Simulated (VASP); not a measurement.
# Al (Fm-3m) in VASP: a series of runs, part 2 of 2

VASP 6.6.1. The steps go on from the part before.

## 3. Relaxation of cell and atoms, PBE

This run uses another cell than the first one, of 16.48 Å³/atom, 0.992 times its volume.

The input, INCAR:

```
ALGO = Normal
EDIFF = 1E-7
EDIFFG = -0.005
ENCUT = 600
GGA = PE
IBRION = 2
ISIF = 3
ISMEAR = 1
LASPH = True
LCHARG = False
LREAL = False
LWAVE = False
NELM = 80
NSW = 90
PREC = Accurate
SIGMA = 0.1
```

The input, KPOINTS:

```
k-points
0
Gamma
  16 16 16
```

The input, POSCAR:

```
Al                                      
1.0
   -0.0000000000      2.0196414341      2.0196414341
    2.0196414341     -0.0000000000      2.0196414341
    2.0196414341      2.0196414341     -0.0000000000
  Al            
     1
Direct
     0.0000000000000000    0.0000000000000000    0.0000000000000000
```

Potentials or basis: VASP PAW PBE potentials, release 64 (Al).

The run is started by

```bash
$ cat potpaw_PBE.64/Al/POTCAR > POTCAR
$ mpirun -np 1 vasp_std > vasp.out
```

OUTCAR:

```text
EDIFF = 1E-7
   EDIFFG = -0.005
   ENCUT = 600
   GGA = PE
   IBRION = 2
   ISIF = 3
   ISMEAR = 1
   LASPH = True
   LREAL = False
   NELM = 80
   NSW = 90
   PREC = Accurate

 ion  position               nearest neighbor table
   1  0.000  0.000  0.000-

  LATTYP: Found a face centered cubic cell.
 ALAT       =     4.0392828682

  Lattice vectors:

 A1 = (   0.0000000000,   2.0196414341,   2.0196414341)
 A2 = (   2.0196414341,   0.0000000000,   2.0196414341)
 A3 = (   2.0196414341,   2.0196414341,   0.0000000000)

Analysis of symmetry for initial positions (statically):
=====================================================================
 Subroutine PRICEL returns:
 Original cell was already a primitive cell.

 Routine SETGRP: Setting up the symmetry group for a
 face centered cubic supercell.

 Subroutine GETGRP returns: Found 48 space group operations
 (whereof 48 operations were pure point group operations)
 out of a pool of 48 trial point group operations.

The static configuration has the point symmetry O_h .

Analysis of symmetry for dynamics (positions and initial velocities):
=====================================================================
 Subroutine PRICEL returns:
 Original cell was already a primitive cell.

 Routine SETGRP: Setting up the symmetry group for a
 face centered cubic supercell.

 Subroutine GETGRP returns: Found 48 space group operations
 (whereof 48 operations were pure point group operations)
 out of a pool of 48 trial point group operations.

The dynamic configuration has the point symmetry O_h .

 Subroutine INISYM returns: Found 48 space group operations
 (whereof 48 operations are pure point group operations),
 and found     1 'primitive' translations

----------------------------------------------------------------------------------------

                                     Primitive cell

[... 102 lines left out ...]
   EFERMI =   0.00;   METHOD = LEGACY
   ISMEAR =     1;   SIGMA  =   0.10  broadening in eV -4-tet -1-fermi 0-gaus
   EFERMI_NEDOS =   21; number of points for ismear=-14 and -15
   IALGO  =     38    algorithm
   IMIX   =      4    mixing-type and parameters
     AMIX     =   0.40;   BMIX     =  1.00
     AMIX_MAG =   1.60;   BMIX_MAG =  1.00
  volume/ion in A,a.u.               =      16.48       111.19
  Fermi-wavevector in a.u.,A,eV,Ry     =   0.927892  1.753462 11.714404  0.860984
  Thomas-Fermi vector in A             =   2.054011
   LORBIT       =      0    0 simple, 1 ext, 2 COOP (PROOUT), +10 PAW based schemes
   GGA     = PE    functional components
   LHFCALC =     F    Hartree Fock is set to
   AEXX    =    0.0000 exact exchange contribution
   IVDW    =     0    specifies the selected vdW correction
   LEPSILON=     F    determine dielectric tensor
   LRPA    =     F    only Hartree local field effects (RPA)
 conjugate gradient relaxation of ions
 non-spin polarized calculation
 Methfessel and Paxton  Order N= 1 SIGMA  =   0.10
  energy-cutoff  :      600.00
  volume of cell :       16.48
 maximum number of plane-waves:       568
   NGX = 11   NGY = 11   NGZ = 11

 number of electron       3.0000000 magnetization

 Free energy of the ion-electron system (eV)
  ---------------------------------------------------
  ext. energy  EPLUGINS =         0.00000000
  ---------------------------------------------------
  free energy    TOTEN  =        -3.75163171 eV

  energy without entropy =       -3.75197646  energy(sigma->0) =       -3.75174662

 E-fermi :   8.0566     XC(G=0): -10.2020

 val. band max:        8.0181297270   @ k =  -0.2500   0.3125   0.1250
 cond. band min:       8.1335213052   @ k =   0.4375   0.4375   0.0000
 fundamental gap:      0.1153915782
 Fermi energy:         8.0566143784

 k-point     1 :       0.0000    0.0000    0.0000
  band No.  band energies     occupation
      1      -3.1294      2.00000
      2      20.6423      0.00000
      3      20.6423      0.00000
      4      20.6423      0.00000
      5      22.1451      0.00000
[... 177 lines left out ...]
 k-point    24 :      -0.0625    0.0625    0.0000
  band No.  band energies     occupation
      1      -2.8461      2.00000
      2      17.7824      0.00000
      3      18.5267      0.00000
      4      20.9179      0.00000
      5      22.3195      0.00000

 [... further k-points ...]
[... 5 lines left out ...]
  --------------------------------------------------------------------------------------
  -------------------------------------------------------------------------------------
  Total       -0.0000329     -0.0000329     -0.0000329     -0.0000000     -0.0000000     -0.0000000
  in kB       -0.0032006     -0.0032006     -0.0032006     -0.0000000     -0.0000000     -0.0000000
  external PRESSURE =      -0.0032006 kB  Pullay stress =       0.0000000 kB

 VOLUME and BASIS-vectors are now :
 -----------------------------------------------------------------------------
  energy-cutoff  :      600.00
  volume of cell :       16.48
      direct lattice vectors                 reciprocal lattice vectors
     0.000000000  2.019641434  2.019641434    -0.247568698  0.247568698  0.247568698
     2.019641434  0.000000000  2.019641434     0.247568698 -0.247568698  0.247568698
     2.019641434  2.019641434  0.000000000     0.247568698  0.247568698 -0.247568698

 POSITION                                       TOTAL-FORCE (eV/Angst)
 -----------------------------------------------------------------------------------
      0.00000      0.00000      0.00000         0.000000     -0.000000     -0.000000
 -----------------------------------------------------------------------------------
    total drift:                               -0.000000     -0.000000     -0.000000

  FREE ENERGIE OF THE ION-ELECTRON SYSTEM (eV)
  ---------------------------------------------------
  free  energy   TOTEN  =        -3.7516317051 eV

  energy  without entropy=       -3.7519764574  energy(sigma->0) =       -3.75174662

 reached required accuracy - stopping structural energy minimisation
```

Wall time 3.8 s (1 thread of Intel Xeon 6975P-C (Granite Rapids), shared host); peak memory 0.14 GiB.

What came out:

```yaml
Free_energy: -3.7516 eV
Pressure_after_relaxing: 0.0 GPa
Band_gap_on_the_k_mesh: none (metal or under the smearing width)
```

Final structure:
```cif
data_structure
_symmetry_space_group_name_H-M 'P 1'
_symmetry_Int_Tables_number 1
_cell_length_a 2.8562
_cell_length_b 2.8562
_cell_length_c 2.8562
_cell_angle_alpha 60.000
_cell_angle_beta 60.000
_cell_angle_gamma 60.000
_cell_volume 16.48
loop_
_atom_site_label
_atom_site_type_symbol
_atom_site_fract_x
_atom_site_fract_y
_atom_site_fract_z
_atom_site_occupancy
Al1 Al 0.00000 0.00000 0.00000 1
```

Levels at points of the mesh, in eV from the Fermi level:
```tsv
k point	band 1	band 2	band 3	band 4
(0.00, 0.00, 0.00)	-11.19	12.59	12.59	12.59
(0.50, 0.00, 0.00)	-4.64	-4.42	11.38	11.38
(0.50, 0.50, 0.00)	-2.97	-1.64	5.22	5.56
```

Caveat: the relaxation stopped at its first step, so nothing moved.

## 4. Relaxation of the atoms, PBE (a relaxed cell with its volume scaled by 0.94)

The input, INCAR:

```
ALGO = Fast
EDIFF = 1E-7
EDIFFG = -0.01
ENCUT = 600
GGA = PE
IBRION = 2
ISIF = 2
ISMEAR = 1
LASPH = True
LCHARG = False
LREAL = False
LWAVE = False
NELM = 80
NSW = 40
PREC = Accurate
SIGMA = 0.1
```

KPOINTS is that of step 3.

The input, POSCAR:

```
Al                                      
1.0
    0.0000000000      1.9784126934      1.9784126934
    1.9784126934      0.0000000000      1.9784126934
    1.9784126934      1.9784126934      0.0000000000
  Al            
     1
Direct
     0.0000000000000000    0.0000000000000000    0.0000000000000000
```

The run is started by

```bash
$ cat potpaw_PBE.64/Al/POTCAR > POTCAR
$ mpirun -np 1 vasp_std > vasp.out
```

It took 4.5 s on 1 thread of Intel Xeon 6975P-C (Granite Rapids), shared host; peak memory 0.13 GiB.

Results (log left out):

```
Free energy             : -3.7351 eV
Pressure after relaxing : 5.7 GPa
Band gap on the k mesh  : none (metal or under the smearing width)
```

Final structure:
```
Al
1.0
     0.00000    1.97841    1.97841
     1.97841    0.00000    1.97841
     1.97841    1.97841    0.00000
Al
1
Direct
  0.00000 0.00000 0.00000
```

Levels at points of the mesh, in eV from the Fermi level:
| k point | band 1 | band 2 | band 3 | band 4 |
| --- | --- | --- | --- | --- |
| (0.00, 0.00, 0.00) | -11.60 | 12.96 | 12.96 | 12.96 |
| (0.50, 0.00, 0.00) | -4.87 | -4.49 | 11.74 | 11.74 |
| (0.50, 0.50, 0.00) | -3.10 | -1.64 | 5.25 | 5.88 |

Caveat: the relaxation stopped at its first step, so nothing moved.
